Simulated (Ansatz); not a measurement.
# Cu: further runs on the relaxed cell

An exercise on one series of results from a longer session: the logs are not shown, and one member is left open.

This is Cu in the hcp structure; at room conditions it is fcc.

Method: DFT r2SCAN, scalar-relativistic, plane waves, PAW, in Ansatz 0.2.0.

1 further run of the same task is left out (set aside as unsound or not needed).

## The structure to begin with

The structure is hexagonal, space group P6_3/mmc (No. 194). Conventional cell: a = 2.531 Å, b = 2.531 Å, c = 4.130 Å, α = 90.00°, β = 90.00°, γ = 120.00°. Around Cu (site symmetry -6m2) lie 12 Cu at 2.53 Å.

Coordinates:

```
CELL_PARAMETERS angstrom
2.53050 0.00000 0.00000
-1.26525 2.19148 0.00000
0.00000 0.00000 4.12986
ATOMIC_POSITIONS crystal
Cu 0.33333 0.66667 0.25000
Cu 0.66667 0.33333 0.75000
```

It goes back to an entry of the Materials Project, which need not be the stable form.

It is the result of an earlier relaxation at this level (volume 11.45 Å³/atom; gap on the mesh: none (metal)).

Set-up of the first run:

Contents of input.yaml:

```yaml
crystal:
  lattice:
    - [2.5305027365, 0.0, 0.0]
    - [-1.2652513682, 2.1914796541, 0.0]
    - [0.0, 0.0, 4.1298555597]
  atoms:
    - { symbol: Cu, position: [0.3333333333, 0.6666666667, 0.25] }
    - { symbol: Cu, position: [0.6666666667, 0.3333333333, 0.75] }
basis:
  ecutwfc: 500
kpoints:
  mp_grid: { grid: [18, 18, 10] }
  band_path:
    path:
      - [[0.0, 0.0, 0.0], [0.5, 0.0, 0.0], [0.33333333, 0.33333333, 0.0], [0.0, 0.0, 0.0], [0.0, 0.0, 0.5], [0.5, 0.0, 0.5], [0.33333333, 0.33333333, 0.5], [0.0, 0.0, 0.5]]
      - [[0.5, 0.0, 0.5], [0.5, 0.0, 0.0]]
      - [[0.33333333, 0.33333333, 0.5], [0.33333333, 0.33333333, 0.0]]
    npoints: 14
hamiltonian:
  xc: r2scan
scf:
  occupations: { method: gaussian, width: 0.1 }
  n_extra_bands: 6
output:
  forces: true
  stress: true
  eigenvalues: true
  populations: true
  dos: { projected: true, de: 0.02, nscf_kmesh: { grid: [27, 27, 15] } }
  bader: true
  write_density: true
  write_potential: true
  elf: true
  volumetric_format: npy
```

The run is started by

```console
$ ansatz run input.yaml --threads 1 --pin off --max-ram 2560MiB --backend cpu --events-out ev --progress --plain --runs-dir out
```

Among the steps run: Electronic structure at the relaxed geometry; Back to the database's cell; The cell scaled to 0.97 of its volume; Volume × 1.03; The cell scaled to 0.94 of its volume; Volume × 1.06; The cell scaled to 0.91 of its volume; Point at V/V0 = 1.10; Volume × 0.88.

One of the session's tables, all rows but one given; the rest of the session is left out.

It belongs to the step «Energy against volume». 

| volume (Å³/atom) | energy above the lowest point (meV/atom) | pressure (GPa) |
| --- | --- | --- |
| 10.077 | 107.6 | 28.50 |
| 10.421 | ? | ? |
| 10.764 | 23.7 | 11.71 |
| 11.108 | 5.6 | 5.35 |
| 11.451 | 0.0 | 0.04 |
| 11.795 | 4.8 | -4.39 |
| 12.138 | 18.4 | -8.07 |
| 12.596 | 47.4 | -12.03 |

**Question.** Estimate the row for volume (Å³/atom) = 10.421.

Worked estimate for «energy above the lowest point (meV/atom)». A straight line through the neighbours (10.077, 107.6) and (10.764, 23.7) gives 107.6 + (23.7 − 107.6) × (10.421 − 10.077) / (10.764 − 10.077) = 65.6; a parabola fitted to 3 rows on both sides gives 57.6.

As computed: energy above the lowest point (meV/atom): 56.7; pressure (GPa): 19.34. In «energy above the lowest point (meV/atom)» the line misses by +8.9 and the parabola by +0.9.
